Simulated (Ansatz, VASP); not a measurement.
**Two plane-wave programs on CdS**

```
CELL_PARAMETERS angstrom
0.00000 2.74749 2.74749
2.74749 0.00000 2.74749
2.74749 2.74749 0.00000
ATOMIC_POSITIONS crystal
Cd 0.00000 0.00000 0.00000
S 0.50000 0.50000 0.50000
```

Alike in both runs: functional PBE; k mesh 12 × 12 × 12; occupations gaussian, width 0.01 eV; no spin polarisation.

Ansatz relaxed the structure, and its values are those at the end. VASP's run is a single point on that final structure, the one shown.

|  | VASP | Ansatz |
| --- | --- | --- |
| version | VASP 6.6.1 | Ansatz 0.2.0 |
| potentials or method | VASP PAW PBE potentials, release 64 (Cd, S) | scalar-relativistic, plane waves, PAW |
| plane-wave cutoff (eV) | 520 | 420 |
| valence electrons in the cell | 18 | 26 |

|  | VASP | Ansatz | Ansatz less VASP |
| --- | --- | --- | --- |
| gap on the k mesh at the Fermi level (eV) | 0.25 | 0.26 | +0.012 |
| least direct gap on the mesh (eV) | 1.57 | 1.60 | +0.025 |
| pressure (GPa) | 0.4 | 0.0 | -0.38 |

With one functional, cell and mesh, what is left measures potentials, basis and numerics. The two sets of potentials don't hold the same shells in valence.
